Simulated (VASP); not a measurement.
Runs of VASP 6.6.1 on MgSi. Symmetry: P4/mmm, No. 123, tetragonal system. The conventional cell has a = 2.908 Å, b = 2.908 Å, c = 4.103 Å, α = 90.00°, β = 90.00°, γ = 90.00°. Si (site symmetry 4/mmm) is surrounded by 8 Mg at 2.90 Å and 4 Si at 2.91 Å. Around Mg (site symmetry 4/mmm) lie 8 Si at 2.90 Å and 4 Mg at 2.91 Å. The cell comes from a database or a generator and needn't be the stable form of this composition.

| level | k mesh | other keys | gap on the mesh (eV) | pressure (GPa) | relaxed volume (Å³/atom) |
| --- | --- | --- | --- | --- | --- |
| BLYP+D4 | 9 × 9 × 7 | - | none | 0.0 | (b) |
| BLYP | 7 × 7 × 6 | k = 7 × 7 × 6 | none | 0.0 | (a) |
| BLYP | 9 × 9 × 7 | - | none | 0.0 | 18.54 |
| BLYP+D3 | 9 × 9 × 7 | - | none | 0.0 | 17.22 |
| BLYP+D3(BJ) | 9 × 9 × 7 | - | none | 0.0 | 16.30 |

Alike in all rows: task relaxation of cell and atoms; potentials or basis VASP PAW PBE potentials, release 64 (Si, Mg); no spin polarisation; cell relaxed; cutoff (eV) 600; smearing fermi-dirac 0.05 eV.

Task: Fill in the values left out.

Result: (a) 18.24; (b) 17.34.

Caveats: the PAW data sets were made with another functional, which shifts forces and pressure a little; pairwise dispersion overbinds metals, which lowers pressure and volume (some runs).

A gap of «none» marks a metal or a gap under the smearing width.
